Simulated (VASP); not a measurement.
Crystal: Ga.

```xyz
1
Lattice="2.7165 0.0000 0.0000 0.0000 2.7165 0.0000 0.0000 0.0000 2.7165" Properties=species:S:1:pos:R:3 pbc="T T T"
Ga    0.0000    0.0000    0.0000
```

The cell was built by a generator and needn't be a form met in nature.

Program: VASP 6.6.1. Alike in all runs: cell as given. Hardware: 1 thread of AMD EPYC 7R43 64-Core Processor (Zen 3) (shared host).

**Question.** Order these runs on this cell by their wall time, lowest first.
A. task optical spectrum; level TPSS; potentials or basis VASP PAW PBE potentials, release 64 (Ga_h); spin off; k mesh 10 × 10 × 10; cutoff (eV) 900; smearing methfessel-paxton 0.1 eV
B. task single point; level PBE; potentials or basis VASP PAW PBE potentials, release 64 (Ga_d); spin off; k mesh 10 × 10 × 10; cutoff (eV) 520; smearing fermi-dirac 0.05 eV
C. task band structure; level BLYP+D4; potentials or basis VASP PAW PBE potentials, release 64 (Ga_d_GW); spin SOC, no magnetisation; k mesh 7 × 7 × 7; cutoff (eV) 550; smearing methfessel-paxton 0.2 eV; other keys MAXMIX = 10; ALGO = Fast

**Answer.** B (8.6 s), C (170 s), A (440 s).

Caveats: spectra need much finer meshes, so this one isn't converged (some runs); independent-particle spectra lack excitons (some runs); the intraband (Drude) part of a metal's response may be missing (some runs).
